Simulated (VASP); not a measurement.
Runs of VASP 6.6.1 on Te2Mo. The structure is hexagonal, space group P6_3/mmc (No. 194). The conventional cell has a = 3.518 Å, b = 3.518 Å, c = 13.974 Å, α = 90.00°, β = 90.00°, γ = 120.00°. Te (site symmetry 3m) is surrounded by 3 Mo at 2.72 Å. Around Mo (site symmetry -6m2) lie 6 Te at 2.72 Å. 

```csv
task,level,cell,cutoff (eV),smearing,gap on the mesh (eV),pressure (GPa),relaxed volume (Å³/atom),largest force (eV/Å)
relaxation of cell and atoms,RPBE+D3,relaxed,600,fermi-dirac 0.05 eV,0.83,0.0,25.79,-
relaxation of cell and atoms,PBEsol+D4,relaxed,600,fermi-dirac 0.05 eV,0.57,0.0,23.41,-
relaxation of cell and atoms,RPBE+D4,relaxed,600,fermi-dirac 0.05 eV,0.57,0.0,23.48,-
single point,PBE,as given,520,gaussian 0.014 eV,0.78,2.9,-,(c)
relaxation of cell and atoms,RPBE+D3(BJ),relaxed,600,fermi-dirac 0.05 eV,none,0.0,(a),0.01
relaxation of cell and atoms,PBEsol+rVV10,relaxed,600,fermi-dirac 0.05 eV,(b),0.0,24.22,-
```

Alike in all rows: potentials or basis VASP PAW PBE potentials, release 64 (Te, Mo_sv); no spin polarisation; k mesh 9 × 9 × 2.

Question: Estimate the missing entries.

Answer: (a) 17.88; (b) 0.70; (c) 0.19.

Caveats: the PAW data sets were made with another functional, which shifts forces and pressure a little (some runs); spin-orbit coupling is left out, which moves the levels of the heavy elements (some runs); an odd mesh through Γ misses points on the zone boundary, where band edges often lie (some runs); this functional lacks dispersion, which binds the layers, so the pressure and a relaxed spacing across them are unreliable (some runs); the volume moved by over 15 % at a fixed basis, so the end points are rough (some runs); the volume moved by -28 % from the deposited cell, more than functionals usually miss (some runs).

A k mesh can miss the band edges, and the runs leave out spin-orbit coupling on Mo, Te.

A gap of «none» marks a metal or a gap under the smearing width.
